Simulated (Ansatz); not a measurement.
# GaAs (P-6m2) in Ansatz: notebook

One crystal, GaAs, is run at these levels: PBE; tasks: single point.

Everything below comes from runs of Ansatz 0.2.0. Logs are shortened: lines on timing, memory, paths and dates and some standing lists are left out, and cuts for length are marked.

**1. The structure**

Symmetry: P-6m2, No. 187, hexagonal system. Conventional cell: a = 3.606 Å, b = 3.606 Å, c = 3.573 Å, α = 90.00°, β = 90.00°, γ = 120.00°. Around Ga (site symmetry -6m2) lie 6 As at 2.74 Å. Around As (site symmetry -6m2) lie 6 Ga at 2.74 Å.

The cell was built by a generator and needn't be a form met in nature.

**2. Single point, PBE**

input.yaml reads:

```yaml
crystal:
  lattice:
    - [3.60640121, 0.0, 0.0]
    - [-1.8032006, 3.12323506, 0.0]
    - [0.0, 0.0, 3.57319416]
  atoms:
    - { symbol: Ga, position: [0.33333333, 0.66666667, 0.5] }
    - { symbol: As, position: [0.0, 0.0, 0.0] }
hamiltonian:
  xc: pbe
  pseudopotentials: { kind: paw }
kpoints:
  mp_grid: { grid: [9, 9, 8] }
scf:
  occupations: { method: gaussian, width: 0.022 }
output:
  forces: true
  stress: true
  eigenvalues: true
```

Potentials or basis: Ansatz PAW.

Run with:

```bash
> ansatz run input.yaml --threads 2 --pin off --max-ram 5632MiB --backend cpu --events-out ev --progress --plain --runs-dir out
```

What it wrote:

```text
Warning: RAYON_NUM_THREADS=2 ignored (pool sized by the plan → 2); use --threads N
Engine: ansatz 0.2.0, x86_64-unknown-linux-gnu
Pseudopotentials: kind: paw
Pseudopotential: Ga, paw, valence charge 13, recommended cutoff 420 eV (normal), Ga.paw.azcp
Pseudopotential: As, paw, valence charge 15, recommended cutoff 420 eV (normal), As.paw.azcp
Functional definition: PBE
  parameter kappa = 0.804
  parameter beta = 0.06672455060314922
  exchange = pbe_x(kappa = kappa, mu = beta*pi^2/3)
  correlation = pbe_c(beta = beta)
Crystal: 2 atoms, lattice volume = 40.247 Å³
Basis set: ecut = 420 eV, 767 PW (Γ), exchange–correlation on 50×50×48 points (8 copies of the dense FFT grid, shifted against one another)
Bands: 18, of which v1, the nominal top of the filled ones, is band 14 counted from 1 (13 counted from 0)
Symmetry: 12 space group operations
Space group: P-6m2 (ITA 187), of the structure as read, at distance tolerance 3.4e-5 Å
k-points: 60 of 648 (time reversal used)
Non-local potential: Ga, projectors of the file, l = 0: 2, l = 1: 2, l = 2: 3, l = 3: 1
Non-local potential: As, projectors of the file, l = 0: 2, l = 1: 2, l = 2: 3, l = 3: 1
PAW form: soft (Blöchl's): semilocal exchange-correlation on the pseudo side does not see the compensation charge
PAW one-centre angular grid: Ga, 590 points (default); XC on 64 Gauss nodes
PAW one-centre angular grid: As, 590 points (default); XC on 64 Gauss nodes
Initial density: superposition of atomic densities (neutral atoms: chi_scale 0, normalization atom), corrected by the library's trained network
Initial wavefunctions: pseudopotential atomic-orbital guess
Functional: x = pbe(κ = 0.804, μ = 0.2195149727645171), c = pbe(β = 0.06672455060314922)
SCF iter   1: F=—  HF=-8638.975615 eV  |F-HF|=—  |Δ(HF+E_count)|=         —  Δρ=2.77e-3  dr2=3.33e-3  ethr=1.77e-3  ⟨swp⟩=6.0  Hψ=5018  notcnv=0
preconditioner: auto → none  [insulator: Δε(μ)=0.082 eV  Ē_g=14.981 eV  σ=0.022 eV  W_gap=0.72  n_scr=8 (ndim 8)  ℏωp=24.8 eV  f_vac=0.000  D(μ)=1.74/eV (n_scr^D=20)  ε∞_Penn≈3.7]
SCF iter   2: F=—  HF=-8638.974735 eV  |F-HF|=—  |Δ(HF+E_count)|=   8.80e-4  Δρ=1.29e-3  dr2=3.31e-4  ethr=1.19e-5  ⟨swp⟩=2.2  Hψ=1964  notcnv=0  defer=21
SCF iter   3: F=—  HF=-8638.974860 eV  |F-HF|=—  |Δ(HF+E_count)|=   1.24e-4  Δρ=4.57e-4  dr2=4.76e-5  ethr=1.18e-6  ⟨swp⟩=2.0  Hψ=1588  notcnv=0  defer=21
SCF iter   4: F=—  HF=-8638.974892 eV  |F-HF|=—  |Δ(HF+E_count)|=   3.29e-5  Δρ=1.79e-4  dr2=4.79e-6  ethr=1.70e-7  ⟨swp⟩=2.0  Hψ=1588  notcnv=0  defer=21
SCF iter   5: F=—  HF=-8638.974900 eV  |F-HF|=—  |Δ(HF+E_count)|=   7.53e-6  Δρ=1.80e-5  dr2=9.34e-8  ethr=1.71e-8  ⟨swp⟩=2.0  Hψ=1588  notcnv=0  defer=21
SCF iter   6: F=-8638.974900 eV  HF=-8638.974900 eV  |F-HF|=3.23e-9  |Δ(HF+E_count)|=   2.75e-8  Δρ=3.56e-6  dr2=2.55e-9  ethr=3.34e-10  ⟨swp⟩=5.7  Hψ=4789  notcnv=0
SCF 1 converged in 6 iterations: F = -8638.974900 eV  dr2 = 2.55e-9
SCF converged after 6 iterations
Free energy (F): -8638.974900 eV
Harris-Foulkes:  -8638.974900 eV  (|F-HF|=3.23e-9)
Internal energy: -8638.974502 eV  (E = F + TS)
E sigma→0 (E₀):  -8638.974701 eV
Entropy (-TS):   -0.000398 eV (-0.199 meV/atom)
Fermi energy:    9.849990 eV
--- Per-component energies (eV) ---
  E_band       = -268.160793
  E_kinetic    = 216.938670
  E_local      = -3450.230437  (includes V_loc(G=0)·N_el)
  E_nonlocal   = -247.379040
  E_hartree    = 1762.432249
  E_xc         = -148.068458
  E_vxc        = -136.760486  (∫ρ·V_xc dr)
  E_paw        = -3821.826764  (= ΣΔE_a)
  E_vpaw       = -175.596282  (= ΣTr[D̂ρ^β])
  E_aug_tail   = -0.000100  (compensation charges beyond the density's cutoff)
  E_ewald      = -2950.840621
  E_smearing   = -0.000398  (= −TS)
  E_closure    = -0.000000  (closes the sum)
  Σ components = -8638.974900   (vs F -8638.974900, Δ=0.00e0)
--- Forces (eV/Å), atoms counted from 1 ---
  atom   1  Ga    -0.00000000     0.00000000     0.00000000
  atom   2  As     0.00000000    -0.00000000     0.00000000
  max |Σ_I F_I| component: 6.94e-17 eV/Å
--- Stress (GPa, compression-positive) ---
        0.559383       0.000000       0.000000
       -0.000000       0.559383       0.000000
        0.000000       0.000000      -2.761251
  P = ⅓ Tr σ = -0.5475 GPa (-5.475 kbar)
--- Band table (eV; the first three rows and the last of 60) ---
  k-point 0: bands = ["-25.7212", "-25.7177", "-25.7177", "-25.7142", "-25.7142", "-4.8609", "-4.8547", "-4.8547", "-4.8013", "-4.8013", "-3.1901", "8.2664", "8.4144", "10.3428", "10.3428", "15.0859", "15.0860", "15.1098"]
  k-point 1: bands = ["-25.7204", "-25.7179", "-25.7179", "-25.7142", "-25.7142", "-4.8535", "-4.8535", "-4.8504", "-4.8051", "-4.8051", "-3.0362", "6.0796", "10.4366", "10.4754", "10.4754", "15.1930", "15.1930", "15.7371"]
  k-point 2: bands = ["-25.7186", "-25.7184", "-25.7184", "-25.7141", "-25.7141", "-4.8506", "-4.8506", "-4.8270", "-4.8143", "-4.8143", "-2.5908", "4.0003", "10.8364", "10.8364", "12.0256", "15.4406", "15.4406", "17.0374"]
  k-point 59: bands = ["-25.7207", "-25.7204", "-25.7134", "-25.7118", "-25.7114", "-4.9348", "-4.8674", "-4.8398", "-4.8183", "-4.7572", "0.5491", "5.6657", "5.8110", "6.0117", "7.6786", "9.5943", "18.6596", "20.1815"]
```

Run time: 4 s. Hardware: 2 threads of Intel Xeon at 2.50GHz (Skylake/Cascade Lake), shared host; peak memory 0.38 GiB.

What came out:

- Free energy: -8638.9749 eV
- Pressure: -0.5 GPa
- Band gap on the k mesh: none (metal or under the smearing width)

Stress tensor (GPa, compression positive):
```
 0.56  0.00  0.00
 0.00  0.56  0.00
 0.00  0.00 -2.76
```

**3. Single point, PBE**

input.yaml, as its differences from that of step 2:

```diff
@@ -14,3 +14,3 @@
 scf:
-  occupations: { method: gaussian, width: 0.022 }
+  occupations: { method: gaussian, width: 0.023 }
 output:
```

Potentials or basis: Ansatz PAW.

Run with:

```bash
> ansatz run input.yaml --threads 2 --pin off --max-ram 5632MiB --backend cpu --events-out ev --progress --plain --runs-dir out
```

What it wrote:

```text
Warning: RAYON_NUM_THREADS=2 ignored (pool sized by the plan → 2); use --threads N
Engine: ansatz 0.2.0, x86_64-unknown-linux-gnu
Pseudopotentials: kind: paw
Pseudopotential: Ga, paw, valence charge 13, recommended cutoff 420 eV (normal), Ga.paw.azcp
Pseudopotential: As, paw, valence charge 15, recommended cutoff 420 eV (normal), As.paw.azcp
Functional definition: PBE
  parameter kappa = 0.804
  parameter beta = 0.06672455060314922
  exchange = pbe_x(kappa = kappa, mu = beta*pi^2/3)
  correlation = pbe_c(beta = beta)
Crystal: 2 atoms, lattice volume = 40.247 Å³
Basis set: ecut = 420 eV, 767 PW (Γ), exchange–correlation on 50×50×48 points (8 copies of the dense FFT grid, shifted against one another)
Bands: 18, of which v1, the nominal top of the filled ones, is band 14 counted from 1 (13 counted from 0)
Symmetry: 12 space group operations
Space group: P-6m2 (ITA 187), of the structure as read, at distance tolerance 3.4e-5 Å
k-points: 60 of 648 (time reversal used)
Non-local potential: Ga, projectors of the file, l = 0: 2, l = 1: 2, l = 2: 3, l = 3: 1
Non-local potential: As, projectors of the file, l = 0: 2, l = 1: 2, l = 2: 3, l = 3: 1
PAW form: soft (Blöchl's): semilocal exchange-correlation on the pseudo side does not see the compensation charge
PAW one-centre angular grid: Ga, 590 points (default); XC on 64 Gauss nodes
PAW one-centre angular grid: As, 590 points (default); XC on 64 Gauss nodes
Initial density: superposition of atomic densities (neutral atoms: chi_scale 0, normalization atom), corrected by the library's trained network
Initial wavefunctions: pseudopotential atomic-orbital guess
Functional: x = pbe(κ = 0.804, μ = 0.2195149727645171), c = pbe(β = 0.06672455060314922)
SCF iter   1: F=—  HF=-8638.975635 eV  |F-HF|=—  |Δ(HF+E_count)|=         —  Δρ=2.77e-3  dr2=3.34e-3  ethr=1.77e-3  ⟨swp⟩=6.0  Hψ=5026  notcnv=0
preconditioner: auto → none  [insulator: Δε(μ)=0.082 eV  Ē_g=14.981 eV  σ=0.023 eV  W_gap=0.72  n_scr=8 (ndim 8)  ℏωp=24.8 eV  f_vac=0.000  D(μ)=1.67/eV (n_scr^D=20)  ε∞_Penn≈3.7]
SCF iter   2: F=—  HF=-8638.974754 eV  |F-HF|=—  |Δ(HF+E_count)|=   8.80e-4  Δρ=1.29e-3  dr2=3.33e-4  ethr=1.19e-5  ⟨swp⟩=2.2  Hψ=1960  notcnv=0  defer=21
SCF iter   3: F=—  HF=-8638.974878 eV  |F-HF|=—  |Δ(HF+E_count)|=   1.23e-4  Δρ=4.60e-4  dr2=4.80e-5  ethr=1.19e-6  ⟨swp⟩=2.0  Hψ=1588  notcnv=0  defer=21
SCF iter   4: F=—  HF=-8638.974910 eV  |F-HF|=—  |Δ(HF+E_count)|=   3.26e-5  Δρ=1.79e-4  dr2=4.79e-6  ethr=1.71e-7  ⟨swp⟩=2.0  Hψ=1588  notcnv=0  defer=21
SCF iter   5: F=—  HF=-8638.974918 eV  |F-HF|=—  |Δ(HF+E_count)|=   7.56e-6  Δρ=1.81e-5  dr2=9.51e-8  ethr=1.71e-8  ⟨swp⟩=2.0  Hψ=1588  notcnv=0  defer=21
SCF iter   6: F=-8638.974918 eV  HF=-8638.974918 eV  |F-HF|=3.17e-9  |Δ(HF+E_count)|=   2.61e-8  Δρ=3.56e-6  dr2=2.55e-9  ethr=3.40e-10  ⟨swp⟩=5.7  Hψ=4793  notcnv=0
SCF 1 converged in 6 iterations: F = -8638.974918 eV  dr2 = 2.55e-9
SCF converged after 6 iterations
Free energy (F): -8638.974918 eV
Harris-Foulkes:  -8638.974918 eV  (|F-HF|=3.17e-9)
Internal energy: -8638.974501 eV  (E = F + TS)
E sigma→0 (E₀):  -8638.974710 eV
Entropy (-TS):   -0.000417 eV (-0.208 meV/atom)
Fermi energy:    9.850387 eV
--- Per-component energies (eV) ---
  E_band       = -268.160776
  E_kinetic    = 216.938675
  E_local      = -3450.230390  (includes V_loc(G=0)·N_el)
  E_nonlocal   = -247.379082
  E_hartree    = 1762.432197
  E_xc         = -148.068479
  E_vxc        = -136.760509  (∫ρ·V_xc dr)
  E_paw        = -3821.826701  (= ΣΔE_a)
  E_vpaw       = -175.596156  (= ΣTr[D̂ρ^β])
  E_aug_tail   = -0.000100  (compensation charges beyond the density's cutoff)
  E_ewald      = -2950.840621
  E_smearing   = -0.000417  (= −TS)
  E_closure    = -0.000000  (closes the sum)
  Σ components = -8638.974918   (vs F -8638.974918, Δ=0.00e0)
--- Forces (eV/Å), atoms counted from 1 ---
  atom   1  Ga    -0.00000000     0.00000000     0.00000000
  atom   2  As     0.00000000    -0.00000000     0.00000000
  max |Σ_I F_I| component: 2.31e-17 eV/Å
--- Stress (GPa, compression-positive) ---
        0.559290       0.000000       0.000000
       -0.000000       0.559290       0.000000
        0.000000       0.000000      -2.760899
  P = ⅓ Tr σ = -0.5474 GPa (-5.474 kbar)
--- Band table (eV; the first three rows and the last of 60) ---
  k-point 0: bands = ["-25.7212", "-25.7177", "-25.7177", "-25.7142", "-25.7142", "-4.8609", "-4.8547", "-4.8547", "-4.8013", "-4.8013", "-3.1901", "8.2664", "8.4144", "10.3428", "10.3428", "15.0860", "15.0860", "15.1098"]
  k-point 1: bands = ["-25.7204", "-25.7179", "-25.7179", "-25.7142", "-25.7142", "-4.8535", "-4.8535", "-4.8504", "-4.8051", "-4.8051", "-3.0362", "6.0796", "10.4366", "10.4754", "10.4754", "15.1930", "15.1930", "15.7371"]
  k-point 2: bands = ["-25.7186", "-25.7184", "-25.7184", "-25.7141", "-25.7141", "-4.8506", "-4.8506", "-4.8270", "-4.8143", "-4.8143", "-2.5908", "4.0003", "10.8364", "10.8364", "12.0256", "15.4406", "15.4406", "17.0374"]
  k-point 59: bands = ["-25.7207", "-25.7204", "-25.7134", "-25.7118", "-25.7114", "-4.9348", "-4.8674", "-4.8398", "-4.8183", "-4.7572", "0.5491", "5.6657", "5.8110", "6.0117", "7.6786", "9.5943", "18.6596", "20.1815"]
```

It took 3.8 s on 2 threads of Intel Xeon at 2.50GHz (Skylake/Cascade Lake), shared host; peak memory 0.38 GiB.

What came out:

| Property | Result |
| --- | --- |
| Free energy | -8638.9749 eV |
| Pressure | -0.5 GPa |
| Band gap on the k mesh | none (metal or under the smearing width) |

Levels at points of the mesh, in eV from the Fermi level:
| k point | band 10 | band 11 | band 12 | band 13 | band 14 | band 15 | band 16 | band 17 | band 18 |
| --- | --- | --- | --- | --- | --- | --- | --- | --- | --- |
| (0.00, 0.00, 0.00) | -14.65 | -13.04 | -1.58 | -1.44 | 0.49 | 0.49 | 5.24 | 5.24 | 5.26 |
| (0.00, 0.00, -0.50) | -14.65 | -11.41 | -8.24 | 1.66 | 1.66 | 4.53 | 4.99 | 5.66 | 5.66 |
